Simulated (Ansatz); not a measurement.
# HfC: further runs on the relaxed cell

One table from this session's results is given with a row withheld; the runs are named, their logs left out.

Computed with Ansatz 0.2.0 (DFT PBE, scalar-relativistic, plane waves, PAW, unless a step's input says otherwise).

1 further run of the same task is left out (set aside as unsound or not needed).

### The structure to begin with

The structure is cubic, space group Fm-3m (No. 225). Conventional cell: a = 4.651 Å, b = 4.651 Å, c = 4.651 Å, α = 90.00°, β = 90.00°, γ = 90.00°. Hf (site symmetry m-3m) has 6 C at 2.33 Å as nearest neighbours. C (site symmetry m-3m) is surrounded by 6 Hf at 2.33 Å.

Coordinates:

```cif
data_structure
_symmetry_space_group_name_H-M 'P 1'
_symmetry_Int_Tables_number 1
_cell_length_a 3.2891
_cell_length_b 3.2891
_cell_length_c 3.2891
_cell_angle_alpha 60.000
_cell_angle_beta 60.000
_cell_angle_gamma 60.000
_cell_volume 25.16
loop_
_atom_site_label
_atom_site_type_symbol
_atom_site_fract_x
_atom_site_fract_y
_atom_site_fract_z
_atom_site_occupancy
Hf1 Hf 0.50000 0.50000 0.50000 1
C1 C 0.00000 0.00000 0.00000 1
```

It is the result of an earlier relaxation at this level (volume 12.58 Å³/atom; gap on the mesh: none (metal)).

Set-up of the first run:

The input, input.yaml:

```yaml
crystal:
  lattice:
    - [0.0, 2.325746722, 2.325746722]
    - [2.325746722, 0.0, 2.325746722]
    - [2.325746722, 2.325746722, 0.0]
  atoms:
    - { symbol: Hf, position: [0.5, 0.5, 0.5] }
    - { symbol: C, position: [0.0, 0.0, 0.0] }
basis:
  ecutwfc: 420
kpoints:
  mp_grid: { grid: [16, 16, 16] }
  band_path:
    path:
      - [[0.0, 0.0, 0.0], [0.5, 0.0, 0.5], [0.625, 0.25, 0.625]]
      - [[0.375, 0.375, 0.75], [0.0, 0.0, 0.0], [0.5, 0.5, 0.5], [0.5, 0.25, 0.75], [0.5, 0.0, 0.5]]
    npoints: 14
hamiltonian:
  xc: pbe
scf:
  occupations: { method: gaussian, width: 0.1 }
  n_extra_bands: 6
output:
  forces: true
  stress: true
  eigenvalues: true
  populations: true
  dos: { projected: true, de: 0.02, nscf_kmesh: { grid: [24, 24, 24] } }
  bader: true
```

On the command line:

```sh
ansatz run input.yaml --threads 1 --pin off --max-ram 2560MiB --backend cpu --events-out ev --progress --plain --runs-dir out
```

Steps of the session up to this table: Electronic structure at the relaxed geometry; The cell scaled to 0.97 of its volume; Point at V/V0 = 1.03; Point at V/V0 = 0.94; The cell scaled to 1.06 of its volume.

One table of the session follows, with a row left open; its other results are not shown here.

It belongs to the step «Fit of the equation of state». 

```
volume (Å³/atom)  energy above the lowest point (meV/atom)  pressure (GPa)
          11.825                                      36.6           16.32
          12.203                                         ?               ?
          12.580                                       0.0            0.00
          12.958                                       7.8           -6.52
          13.335                                      30.0          -12.14
```

Estimate the missing values for volume (Å³/atom) = 12.203.

Worked estimate for «energy above the lowest point (meV/atom)». A straight line through the neighbours (11.825, 36.6) and (12.580, 0.0) gives 36.6 + (0.0 − 36.6) × (12.203 − 11.825) / (12.580 − 11.825) = 18.3; a parabola fitted to 3 rows on both sides gives 9.6.

As computed: energy above the lowest point (meV/atom): 8.7; pressure (GPa): 7.56. In «energy above the lowest point (meV/atom)» the line misses by +9.6 and the parabola by +0.9.
